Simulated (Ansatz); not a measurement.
# Mn3Si (Fm-3m) in Ansatz: reference runs

Aim: a first look at Mn3Si with PBEsol, on the cell as given and on a disturbed one.

Program: Ansatz 0.2.0. These are calculated values, not measurements. Logs are shortened: lines on timing, memory, paths and dates and some standing lists are left out, and cuts for length are marked.

## Step 1: Starting point

It takes space group Fm-3m (No. 225, cubic). The conventional cell has a = 5.722 Å, b = 5.722 Å, c = 5.722 Å, α = 90.00°, β = 90.00°, γ = 90.00°. Mn (site symmetry -43m) has 4 Mn at 2.48 Å and 4 Si at 2.48 Å as nearest neighbours. Mn (site symmetry m-3m) has 8 Mn at 2.48 Å as nearest neighbours. Si (site symmetry m-3m) is surrounded by 8 Mn at 2.48 Å.

## Step 2: Single point, PBEsol, collinear spin, ferromagnetic start

Contents of input.yaml:

```yaml
crystal:
  lattice:
    - [0.0, 2.861, 2.861]
    - [2.861, 0.0, 2.861]
    - [2.861, 2.861, 0.0]
  atoms:
    - { symbol: Mn, position: [0.75, 0.75, 0.75], spin: 4.0 }
    - { symbol: Mn, position: [0.25, 0.25, 0.25], spin: 4.0 }
    - { symbol: Mn, position: [0.5, 0.5, 0.5], spin: 4.0 }
    - { symbol: Si, position: [0.0, 0.0, 0.0] }
kpoints:
  mp_grid: { grid: [8, 8, 8] }
scf:
  occupations: { method: fermi_dirac, width: 0.05 }
hamiltonian:
  xc: pbesol
  pseudopotentials: { kind: all_electron, lapw: { basis_error: 0.001 } }
magnetization:
  spin_polarized: true
output:
  forces: true
  stress: true
  eigenvalues: true
  populations: true
```

Potentials or basis: all-electron LAPW, scalar-relativistic.

On the command line:

```bash
ansatz run input.yaml --threads 4 --pin off --max-ram 12288MiB --backend cpu --events-out ev --progress --plain --runs-dir out
```

Output:

```text
Warning: RAYON_NUM_THREADS=4 ignored (pool sized by the plan → 4); use --threads N
Mn: projections on atomic orbitals take those of the free atom 1s2 2s2 2p6 3s2 3p6 3d5 4s2, of charge +0.00 (hamiltonian.pseudopotentials.projection_atoms)
Si: projections on atomic orbitals take those of the free atom 1s2 2s2 2p6 3s2 3p2, of charge +0.00 (hamiltonian.pseudopotentials.projection_atoms)
LAPW: plane waves up to 8.947 Å⁻¹, error target 1.0e-3 eV per atom; small_component_spin mean_spin; Si in spheres of 1.239 Å, 12 of its electrons in bands, Dirac shells []; Mn in spheres of 1.239 Å, 15 of its electrons in bands, Dirac shells [] (how accurate: hamiltonian.pseudopotentials.lapw.basis_error, Limitations)
Engine: ansatz 0.2.0, x86_64-unknown-linux-gnu
Pseudopotentials: kind: all_electron
Pseudopotential: Mn, LAPW, valence charge 15, lapw/all_electron/scalar/gaussian/Mn, Koelling and Harmon's equation, gaussian nucleus
Pseudopotential: Si, LAPW, valence charge 12, lapw/all_electron/scalar/gaussian/Si, Koelling and Harmon's equation, gaussian nucleus
Functional definition: PBEsol
  exchange = pbesol_x
  correlation = pbesol_c
Crystal: 4 atoms, lattice volume = 46.836 Å³
Basis set: ecut = 304.9992463810373 eV, 537 PW (Γ), exchange–correlation at level 2
Bands: 42, of which v1, the nominal top of the filled ones, is band 29 counted from 1 (28 counted from 0)
Symmetry: 48 space group operations
Space group: Fm-3m (ITA 225), of the structure as read, at distance tolerance 3.6e-5 Å
Magnetic group: BNS 225.116 (UNI 1618), of the structure as read, at distance tolerance 3.6e-5 Å
k-points: 29 of 512
Non-local potential: Mn, projectors of the file, none
Non-local potential: Si, projectors of the file, none
Initial density: superposition of atomic densities (chi_scale 0.1, normalization cell)
Starting moments: Σ|m| = 12 μB on 3 of 4 sites
Initial wavefunctions: plane waves of lowest kinetic energy (no species holds an atomic orbital)
Functional: x = pbesol(κ = 0.804, μ = 0.12345679012345678), c = pbesol(β = 0.046)
iter 1 solved again at ethr=5.49e-4 eV; its pass at ethr=1.00e-1 eV (dr2=3.13e-1 eV) is discarded
SCF iter   1: F=—  HF=-102375.774381 eV  |F-HF|=—  |Δ(HF+E_count)|=         —  Δρ=1.11e-1 (↑1.11e-1 ↓1.11e-1)  dr2=3.13e-1  dr2_m=5.20e0  M=3.916 μB ∫|m|=4.135 μB  β_m=0.30  ethr=5.49e-4  ⟨swp⟩=2.6  Hψ=15923  notcnv=0
Mixer restart at iter 1: flushing history
preconditioner: auto → Kerker (q_TF=auto, 2.819 Å⁻¹)  [metal: Δε(μ)=0.008 eV  Ē_g=8.387 eV  σ=0.050 eV  W_gap=0.04  n_scr=14 (ndim 8)  ℏωp=27.1 eV  f_vac=0.000  D(μ)=5.74/eV (n_scr^D=64)]
spin=Collinear: Kerker preconditioning applied to the charge; magnetization (m = ρ↑ − ρ↓) channel mixes plain (no charge-response kernel on spin).
SCF iter   2: F=—  HF=-102374.539010 eV  |F-HF|=—  |Δ(HF+E_count)|=         —  Δρ=8.58e-2 (↑8.09e-2 ↓8.58e-2)  dr2=2.63e-1  dr2_m=2.95e0  M=3.528 μB ∫|m|=3.751 μB  β_m=0.30  ethr=5.49e-4  ⟨swp⟩=2.3  Hψ=7295  notcnv=0
Mixer restart at iter 2: flushing history
SCF iter   3: F=—  HF=-102374.013995 eV  |F-HF|=—  |Δ(HF+E_count)|=   5.25e-1  Δρ=6.47e-2 (↑6.20e-2 ↓6.47e-2)  dr2=1.33e-1  dr2_m=1.71e0  M=3.224 μB ∫|m|=3.423 μB  β_m=0.65  ethr=4.62e-4  ⟨swp⟩=2.0  Hψ=7274  notcnv=0
SCF iter   4: F=—  HF=-102373.500364 eV  |F-HF|=—  |Δ(HF+E_count)|=   5.14e-1  Δρ=2.31e-2 (↑7.86e-3 ↓2.31e-2)  dr2=2.16e-1  dr2_m=9.62e-2  M=1.717 μB ∫|m|=2.303 μB  β_m=0.64  ethr=2.34e-4  ⟨swp⟩=2.9  Hψ=7623  notcnv=0
iter 5 solved again at ethr=5.66e-6 eV; its pass at ethr=2.34e-4 eV (dr2=3.23e-3 eV) is discarded
SCF iter   5: F=—  HF=-102374.093815 eV  |F-HF|=—  |Δ(HF+E_count)|=         —  Δρ=3.74e-2 (↑3.74e-2 ↓3.71e-2)  dr2=3.22e-3  dr2_m=5.95e-1  M=1.019 μB ∫|m|=4.344 μB  β_m=1.00  ethr=5.66e-6  ⟨swp⟩=2.0  Hψ=11932  notcnv=0
Mixer restart at iter 5: flushing history
the basis was enlarged: its passes take 2.1 MiB over the memory plan, 4 of 4 planned eigensolver slots
SCF iter   6: F=—  HF=-102373.511503 eV  |F-HF|=—  |Δ(HF+E_count)|=   5.82e-1  Δρ=5.73e-3 (↑5.73e-3 ↓2.17e-3)  dr2=5.03e-2  dr2_m=1.62e-3  M=1.014 μB ∫|m|=4.268 μB  β_m=0.64  ethr=8.77e-5  ⟨swp⟩=2.8  Hψ=7334  notcnv=0
SCF iter   7: F=—  HF=-102373.523009 eV  |F-HF|=—  |Δ(HF+E_count)|=   1.15e-2  Δρ=8.21e-3 (↑8.21e-3 ↓2.26e-3)  dr2=8.01e-2  dr2_m=3.98e-3  M=1.016 μB ∫|m|=4.493 μB  β_m=0.43  ethr=8.77e-5  ⟨swp⟩=3.0  Hψ=7554  notcnv=0  recentre
SCF iter   8: F=—  HF=-102373.487823 eV  |F-HF|=—  |Δ(HF+E_count)|=   3.52e-2  Δρ=1.42e-3 (↑9.28e-4 ↓1.42e-3)  dr2=4.71e-4  dr2_m=5.60e-4  M=1.014 μB ∫|m|=4.422 μB  β_m=0.73  ethr=8.77e-5  ⟨swp⟩=2.2  Hψ=7079  notcnv=0
SCF iter   9: F=—  HF=-102373.488477 eV  |F-HF|=—  |Δ(HF+E_count)|=   6.54e-4  Δρ=1.21e-3 (↑1.21e-3 ↓6.10e-4)  dr2=2.05e-4  dr2_m=3.39e-4  M=1.013 μB ∫|m|=4.458 μB  β_m=0.67  ethr=8.26e-7  ⟨swp⟩=2.5  Hψ=6674  notcnv=0
SCF iter  10: F=—  HF=-102373.489198 eV  |F-HF|=—  |Δ(HF+E_count)|=   7.21e-4  Δρ=4.30e-4 (↑3.00e-4 ↓4.30e-4)  dr2=2.55e-4  dr2_m=8.40e-6  M=1.011 μB ∫|m|=4.494 μB  β_m=0.61  ethr=3.59e-7  ⟨swp⟩=3.0  Hψ=7050  notcnv=0
SCF iter  11: F=—  HF=-102373.488560 eV  |F-HF|=—  |Δ(HF+E_count)|=   6.37e-4  Δρ=7.33e-5 (↑3.01e-5 ↓7.33e-5)  dr2=7.42e-6  dr2_m=5.27e-7  M=1.011 μB ∫|m|=4.486 μB  β_m=0.74  ethr=3.59e-7  ⟨swp⟩=2.9  Hψ=6687  notcnv=0
SCF iter  12: F=—  HF=-102373.488558 eV  |F-HF|=—  |Δ(HF+E_count)|=   2.06e-6  Δρ=2.38e-5 (↑1.62e-5 ↓2.38e-5)  dr2=1.41e-6  dr2_m=1.36e-8  M=1.011 μB ∫|m|=4.486 μB  β_m=0.87  ethr=1.30e-8  ⟨swp⟩=2.0  Hψ=6521  notcnv=0
SCF iter  13: F=—  HF=-102373.488558 eV  |F-HF|=—  |Δ(HF+E_count)|=   1.26e-7  Δρ=6.14e-6 (↑5.82e-6 ↓6.14e-6)  dr2=8.79e-9  dr2_m=1.21e-8  M=1.011 μB ∫|m|=4.486 μB  β_m=0.94  ethr=2.48e-9  ⟨swp⟩=2.0  Hψ=6521  notcnv=0
SCF iter  14: F=—  HF=-102373.488558 eV  |F-HF|=—  |Δ(HF+E_count)|=   4.93e-9  Δρ=6.38e-6 (↑6.38e-6 ↓3.53e-6)  dr2=8.06e-9  dr2_m=1.02e-8  M=1.011 μB ∫|m|=4.486 μB  β_m=0.97  ethr=1.54e-11  ⟨swp⟩=3.0  Hψ=6835  notcnv=0
SCF iter  15: F=—  HF=-102373.488558 eV  |F-HF|=—  |Δ(HF+E_count)|=   8.21e-9  Δρ=7.61e-7 (↑7.61e-7 ↓5.60e-7)  dr2=3.11e-11  dr2_m=1.82e-10  M=1.011 μB ∫|m|=4.486 μB  β_m=0.98  ethr=1.41e-11  ⟨swp⟩=2.0  Hψ=6521  notcnv=0
SCF iter  16: F=-102373.488558 eV  HF=-102373.488558 eV  |F-HF|=1.60e-10  |Δ(HF+E_count)|=  2.33e-10  Δρ=1.64e-7 (↑6.82e-8 ↓1.64e-7)  dr2=3.72e-11  dr2_m=1.23e-12  M=1.011 μB ∫|m|=4.486 μB  ethr=2.98e-12 (applied; sched 1.00e-12)  ⟨swp⟩=2.0  Hψ=6521  notcnv=0
SCF 1 converged in 16 iterations: F = -102373.488558 eV  dr2 = 3.72e-11
WARN: the starting moments were not kept: 2 of 3 ended reversed and 1 kept their direction, counting a site from 0.1 μB. The largest reversed, site 1 (counted from 0, in the order of the report's site_moments_mub), started with +4.0 μB and closes at -8.4e-1 μB in its sphere. The net magnetisation is 1.0e0 μB in size, at most 0.1 of the 12 μB that the starting moments add up to as vectors. The SCF closed on another magnetic arrangement than the starting moments describe; that does not show which of the two is lower. To try another start: change the starting moments (crystal.atoms[].spin, magnetization.per_species, magnetization.initial_magnetization, or on a non-collinear deck that types none of these the spinor_matrix: blocks that start its atoms; where the total moment is fixed, keep their sum and leave initial_magnetization as it is; typed ones take the place of any that the run laid by itself, positive ones on a crystal's lanthanoids without a Hubbard term where scf.initial_density.shell_occupations: [] is typed); see also scf.mixing.spin_hold.
SCF converged after 16 iterations
Magnetization: 1.0115 μB (29.0057 up, 27.9943 down)
Absolute magnetization: 4.4862 μB (∫|ρ↑−ρ↓|)
Spin contamination: 1.3999 ħ² per cell (⟨S²⟩ above its minimum at these occupations)
Per-site moments (μB) at R_I (Å): [(-0.8443705701953945, 1.2388493216533396), (-0.8443705701953945, 1.2388493216533396), (2.632735618859577, 1.2388493216533396), (0.04062763849373674, 1.2388493216533396)]
Free energy (F): -102373.488558 eV
Harris-Foulkes:  -102373.488558 eV  (|F-HF|=1.60e-10)
Internal energy: -102373.468567 eV  (E = F + TS)
E sigma→0 (E₀):  -102373.478563 eV
Entropy (-TS):   -0.019991 eV (-4.998 meV/atom)
Fermi energy:    17.867770 eV
--- Per-component energies (eV) ---
  E_band       = -1190.455911
  E_kinetic    = 103567.624809
  E_xc         = -4733.393852
  E_electrostatic = -201207.699524  (all electrons and nuclei)
  E_smearing   = -0.019991  (= −TS)
  E_closure    = 0.000000  (closes the sum)
  E_atoms      = -102336.093900  (free atoms, spherical and without spin; not in F)
  Σ components = -102373.488558   (vs F -102373.488558, Δ=0.00e0)
  Basis errors (estimates in eV, not in F): energy 2.0e-4 per atom: plane waves 1.8e-4 (9.2e-5 summed), levels above the bands 4.1e-98, relativity 1.2e-8, radial functions 2.5e-5, core shells 2.0e-8; eigenvalues (radial functions only) 8.8e-7; not estimated: angular momenta, meshes, grids; target (lapw.basis_error) 1.0e-3; muffin-tin radii Si 1.239 Å, Mn 1.239 Å
--- Forces (eV/Å), atoms counted from 1 ---
  atom   1  Mn    -0.00000000    -0.00000000    -0.00000000
  atom   2  Mn    -0.00000000     0.00000000     0.00000000
  atom   3  Mn     0.00000000    -0.00000000    -0.00000000
  atom   4  Si    -0.00000000    -0.00000000     0.00000000
  max |Σ_I F_I| component: 1.85e-17 eV/Å
--- Stress (GPa, compression-positive) ---
      -15.883815      -0.000000       0.000000
       -0.000000     -15.883815      -0.000000
        0.000000      -0.000000     -15.883815
  P = ⅓ Tr σ = -15.8838 GPa (-158.838 kbar)
--- Band table (eV; the first three rows and the last of 58) ---
  k-point 0 ↑: bands = ["-115.6441", "-71.9303", "-71.9303", "-71.9303", "-62.3474", "-60.3896", "-60.3650", "-31.2315", "-31.2315", "-31.2315", "-29.3349", "-29.3349", "-29.3349", "-29.2386", "-29.2386", "-29.2386", "6.8120", "13.9846", "13.9846", "14.2489", "14.2489", "14.2489", "15.2611", "15.2611", "15.2611", "17.7654", "17.7654", "18.6435", "18.6435", "18.6435", "19.1454", "19.1454", "21.2549", "22.6011", "22.6011", "22.6011", "23.8013", "23.8013", "23.8013", "27.2458", "27.2458", "27.2458"]
  k-point 1 ↑: bands = ["-115.6441", "-71.9303", "-71.9303", "-71.9303", "-62.3471", "-60.3888", "-60.3661", "-31.2323", "-31.2323", "-31.2316", "-29.3310", "-29.3310", "-29.3290", "-29.2454", "-29.2418", "-29.2418", "7.0197", "13.7656", "13.7656", "13.9503", "14.6399", "14.6399", "15.1868", "15.2538", "15.2538", "17.7324", "17.7324", "18.3788", "18.4596", "18.4596", "19.1132", "19.1132", "21.3688", "22.2523", "22.5243", "22.5243", "23.6632", "23.8543", "23.8543", "26.9596", "26.9596", "27.8135"]
  k-point 2 ↑: bands = ["-115.6441", "-71.9303", "-71.9303", "-71.9303", "-62.3464", "-60.3866", "-60.3690", "-31.2342", "-31.2342", "-31.2317", "-29.3201", "-29.3201", "-29.3147", "-29.2620", "-29.2510", "-29.2510", "7.6095", "13.1221", "13.6101", "13.6101", "15.0478", "15.1290", "15.1290", "15.3790", "15.3790", "17.6334", "17.6334", "17.9989", "18.0896", "18.0896", "18.9254", "18.9254", "20.3609", "22.0212", "22.4103", "22.4103", "23.6740", "23.6740", "24.7625", "27.2166", "27.2166", "28.3033"]
  k-point 28 ↓: bands = ["-115.6289", "-71.9121", "-71.9121", "-71.9121", "-61.2500", "-61.2500", "-59.5181", "-30.2296", "-30.2024", "-30.1608", "-30.1608", "-30.0927", "-30.0926", "-28.4410", "-28.4410", "-28.4270", "9.5300", "12.7127", "12.7127", "13.9385", "14.8755", "15.8108", "15.8108", "16.1842", "16.3698", "16.3698", "16.8864", "17.1168", "18.8619", "18.8619", "18.9647", "18.9647", "19.3252", "19.3972", "19.6281", "24.4330", "25.4199", "25.9534", "25.9534", "29.9520", "30.5263", "30.5263"]
--- Löwdin populations: 4 sites ---
  site symbol       q [e]    m [muB]
     0     Mn     24.6922    -0.9002
     1     Mn     24.6922    -0.9002
     2     Mn     24.4886     2.7527
     3     Si     14.5623     0.0703
  spilling = 0.006346 (of n_electrons = 89.000000)
```

It took 16 s on 4 threads of Intel Xeon 6975P-C (Granite Rapids), shared host; peak memory 0.7 GiB.

Results:

* Free energy: -102373.4886 eV
* Pressure: -15.9 GPa
* Band gap on the k mesh: none (metal or under the smearing width)
* Net moment: 1.01 μB per cell
* Absolute moment: 4.49 μB per cell
* Site moments: Mn -0.84, +2.63; Si +0.04 μB

Levels at points of the mesh, in eV from the Fermi level:
Spin up:
| k point | band 27 | band 28 | band 29 | band 30 | band 31 | band 32 |
| --- | --- | --- | --- | --- | --- | --- |
| (0.00, 0.00, 0.00) | -0.10 | 0.78 | 0.78 | 0.78 | 1.28 | 1.28 |
| (0.00, 0.00, -0.50) | -0.47 | -0.47 | -0.25 | -0.25 | 0.56 | 0.56 |
| (0.00, -0.50, -0.50) | -0.99 | -0.17 | -0.17 | 0.17 | 0.81 | 0.87 |
Spin down:
| k point | band 24 | band 25 | band 26 | band 27 | band 28 | band 29 | band 30 | band 31 | band 32 | band 33 |
| --- | --- | --- | --- | --- | --- | --- | --- | --- | --- | --- |
| (0.00, 0.00, 0.00) | -1.38 | -1.38 | 0.05 | 0.05 | 0.05 | 0.74 | 0.74 | 1.84 | 1.84 | 3.73 |
| (0.00, 0.00, -0.50) | -1.94 | -1.94 | -1.18 | -1.18 | -1.18 | 0.93 | 0.93 | 1.48 | 1.69 | 1.69 |
| (0.00, -0.50, -0.50) | -1.96 | -1.96 | -0.82 | -0.82 | -0.17 | 0.53 | 0.69 | 0.89 | 1.17 | 1.42 |

Caveat: so large a pressure means that the cell lies far from this level's equilibrium, or that cutoff or potentials fall short; the starting moments weren't kept.

## Step 3: Single point, PBEsol, collinear spin, ferromagnetic start (atoms moved at random, drawn with an rms of 0.05 Å)

Edit input.yaml of step 2 so:

```diff
@@ -6,6 +6,6 @@
   atoms:
-    - { symbol: Mn, position: [0.75, 0.75, 0.75], spin: 4.0 }
-    - { symbol: Mn, position: [0.25, 0.25, 0.25], spin: 4.0 }
-    - { symbol: Mn, position: [0.5, 0.5, 0.5], spin: 4.0 }
-    - { symbol: Si, position: [0.0, 0.0, 0.0] }
+    - { symbol: Mn, position: [0.744606, 0.772294, 0.741877], spin: 4.0 }
+    - { symbol: Mn, position: [0.268012, 0.243566, 0.247757], spin: 4.0 }
+    - { symbol: Mn, position: [0.511109, 0.474926, 0.505556], spin: 4.0 }
+    - { symbol: Si, position: [0.002578, 0.002802, -0.013743] }
 kpoints:
```

Potentials or basis: all-electron LAPW, scalar-relativistic.

On the command line:

```bash
ansatz run input.yaml --threads 4 --pin off --max-ram 12288MiB --backend cpu --events-out ev --progress --plain --runs-dir out
```

Output:

```text
Warning: RAYON_NUM_THREADS=4 ignored (pool sized by the plan → 4); use --threads N
Mn: projections on atomic orbitals take those of the free atom 1s2 2s2 2p6 3s2 3p6 3d5 4s2, of charge +0.00 (hamiltonian.pseudopotentials.projection_atoms)
Si: projections on atomic orbitals take those of the free atom 1s2 2s2 2p6 3s2 3p2, of charge +0.00 (hamiltonian.pseudopotentials.projection_atoms)
LAPW: plane waves up to 9.637 Å⁻¹, error target 1.0e-3 eV per atom; small_component_spin mean_spin; Si in spheres of 1.161 Å, 12 of its electrons in bands, Dirac shells []; Mn in spheres of 1.161 Å, 15 of its electrons in bands, Dirac shells [] (how accurate: hamiltonian.pseudopotentials.lapw.basis_error, Limitations)
[... 1 set-up line as earlier in the session ...]
[... 80 lines left out ...]
  k-point 2 ↑: bands = ["-115.6449", "-71.9369", "-71.9304", "-71.9251", "-62.3382", "-60.4044", "-60.3850", "-31.2378", "-31.2279", "-31.2211", "-29.3450", "-29.3402", "-29.3355", "-29.2747", "-29.2686", "-29.2539", "7.6089", "13.0952", "13.6013", "13.6121", "15.0103", "15.0886", "15.1779", "15.3712", "15.4471", "17.5445", "17.6419", "17.8976", "18.0826", "18.1806", "18.7914", "18.9909", "20.3270", "22.0049", "22.3279", "22.4422", "23.5934", "23.8190", "24.8482", "27.1965", "27.2511", "28.2909"]
  k-point 259 ↓: bands = ["-115.6302", "-71.9197", "-71.9128", "-71.9073", "-61.2345", "-61.2337", "-59.5742", "-30.2114", "-30.1610", "-30.1487", "-30.1244", "-30.1168", "-30.0952", "-28.5133", "-28.4849", "-28.4733", "8.9888", "11.4600", "13.9520", "14.0005", "15.6794", "15.7246", "15.8629", "15.8734", "16.0041", "16.5714", "16.7132", "16.8398", "18.6888", "18.8781", "19.3602", "19.5188", "19.5346", "21.9387", "22.4350", "22.7108", "22.9359", "23.2870", "26.8859", "28.9965", "29.2049", "30.8651"]
--- Löwdin populations: 4 sites ---
  site symbol       q [e]    m [muB]
     0     Mn     24.6922    -0.8616
     1     Mn     24.6930    -0.8705
     2     Mn     24.4943     2.6873
     3     Si     14.5580     0.0671
  spilling = 0.006320 (of n_electrons = 89.000000)
```

populations.tsv:

```text
# site	symbol	l	j	q_up	q_dn
# orbitals = lowdin
# n_electrons = 89.000000
# spilling = 0.006320
# projection_atom_Mn: 1s2 2s2 2p6 3s2 3p6 3d5 4s2
# projection_atom_Si: 1s2 2s2 2p6 3s2 3p2
0	Mn	0_1S	-	0.999987	0.999987
0	Mn	0_2S	-	0.999318	0.999301
0	Mn	0_3S	-	0.983697	0.983224
0	Mn	0_4S	-	0.308887	0.325259
0	Mn	1_2P	-	2.999994	2.999992
0	Mn	1_3P	-	2.997493	2.997262
0	Mn	2_3D	-	2.625918	3.471907
1	Mn	0_1S	-	0.999988	0.999987
1	Mn	0_2S	-	0.999321	0.999305
1	Mn	0_3S	-	0.983769	0.983311
1	Mn	0_4S	-	0.308988	0.325445
1	Mn	1_2P	-	2.999994	2.999992
1	Mn	1_3P	-	2.997526	2.997310
1	Mn	2_3D	-	2.621652	3.476395
2	Mn	0_1S	-	0.999989	0.999989
2	Mn	0_2S	-	0.999380	0.999407
2	Mn	0_3S	-	0.985042	0.985845
2	Mn	0_4S	-	0.406842	0.357673
2	Mn	1_2P	-	2.999990	2.999994
2	Mn	1_3P	-	2.997613	2.997545
2	Mn	2_3D	-	4.201935	1.563065
3	Si	0_1S	-	0.999944	0.999943
3	Si	0_2S	-	0.995618	0.995575
3	Si	0_3S	-	0.682427	0.656017
3	Si	1_2P	-	2.998815	2.998840
3	Si	1_3P	-	1.635721	1.595073
```

Wall time 2.7 min (4 threads of Intel Xeon 6975P-C (Granite Rapids), shared host); peak memory 2.3 GiB.

What came out:

```yaml
Free_energy: -102373.3939 eV
Pressure: -15.1 GPa
Largest_force: 1.102 eV/Å
Band_gap_on_the_k_mesh: none (metal or under the smearing width)
Net_moment: 1.01 μB per cell
Absolute_moment: 4.35 μB per cell
Site_moments: Mn -0.79, -0.80, +2.53; Si +0.04 μB
```

Forces in eV/Å, atoms in the order of the input:
```
Mn  -0.801  0.614 -0.442
Mn   0.208 -0.648 -0.157
Mn   0.370 -0.346  0.503
Si   0.223  0.379  0.096
```

Caveat: the starting moments weren't kept.
